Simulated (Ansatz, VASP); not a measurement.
Two plane-wave programs on C

Contents of INCAR:

```
ALGO = Normal
DIPOL = 0.5 0.5 0.500
EDIFF = 1E-6
EDIFFG = -0.01
ENCUT = 520
GGA = PE
IBRION = 2
IDIPOL = 3
ISIF = 2
ISMEAR = 0
IVDW = 12
LASPH = True
LCHARG = False
LDIPOL = True
LREAL = False
LWAVE = False
NELM = 100
NSW = 80
PREC = Accurate
SIGMA = 0.03
```

Contents of KPOINTS:

```
k-points
0
Gamma
  12 12 1
```

The input POSCAR:

```
C
1.0
    2.5150987884      0.0000000000      0.0000000000
   -1.2575494442      2.1781395082      0.0000000000
    0.0000000000      0.0000000000     22.7276612138
C
10
Direct
    1.0000000000      0.0000000000      0.3079947353
    0.6666670000      0.3333330000      0.3305861759
    0.6666670000      0.3333330000      0.3983517055
    0.3333330000      0.6666670000      0.4209387501
    0.3333330000      0.6666670000      0.4887086758
    0.0000000000      0.0000000000      0.5112957203
    0.0000000000      0.0000000000      0.5790612499
    0.6666670000      0.3333330000      0.6016526905
    0.6666670000      0.3333330000      0.6694182202
    0.3333330000      0.6666670000      0.6920052647
```

Input for Ansatz:

```yaml
crystal:
  lattice:
    - [2.5150987884, 0.0, 0.0]
    - [-1.2575494442, 2.1781395082, 0.0]
    - [0.0, 0.0, 22.7276612138]
  atoms:
    - { symbol: C, position: [1.0, 0.0, 0.3079947353] }
    - { symbol: C, position: [0.666667, 0.333333, 0.3305861759] }
    - { symbol: C, position: [0.666667, 0.333333, 0.3983517055] }
    - { symbol: C, position: [0.333333, 0.666667, 0.4209387501] }
    - { symbol: C, position: [0.333333, 0.666667, 0.4887086758] }
    - { symbol: C, position: [0.0, 0.0, 0.5112957203] }
    - { symbol: C, position: [0.0, 0.0, 0.5790612499] }
    - { symbol: C, position: [0.666667, 0.333333, 0.6016526905] }
    - { symbol: C, position: [0.666667, 0.333333, 0.6694182202] }
    - { symbol: C, position: [0.333333, 0.666667, 0.6920052647] }
basis:
  ecutwfc: 420
kpoints:
  mp_grid: { grid: [12, 12, 1] }
hamiltonian:
  xc: pbe
  dispersion: d3bj
scf:
  occupations: { method: gaussian, width: 0.03 }
  n_extra_bands: 9
  max_iter: 160
output:
  forces: true
  eigenvalues: true
  write_density: true
  write_potential: true
  elf: true
  volumetric_format: npy
relax:
  adjacent_minimum: "off"
  f_tol: 0.01
  max_steps: 60
efield:
  axis: 3
  dipole_correction: true
```

Alike in both runs: task relaxation of the atoms; functional PBE; dispersion D3(BJ); k mesh 12 × 12 × 1; occupations gaussian, width 0.03 eV; no spin polarisation.

```csv
,VASP,Ansatz
version,VASP 6.6.1,Ansatz 0.2.0
potentials or method,"VASP PAW PBE potentials, release 64 (C)","scalar-relativistic, plane waves, PAW"
plane-wave cutoff (eV),520,420
valence electrons in the cell,40,40
```

|  | VASP | Ansatz | Ansatz less VASP |
| --- | --- | --- | --- |
| gap on the k mesh at the Fermi level, each at its own relaxed structure (eV) | none | none | - |
| energy change over the relaxation (meV/atom) | -101 | -102 | -0.9 |

A gap of «none» marks a metal or a gap that the smearing closes. Ansatz warned: «structure_snapped_to_symmetry».
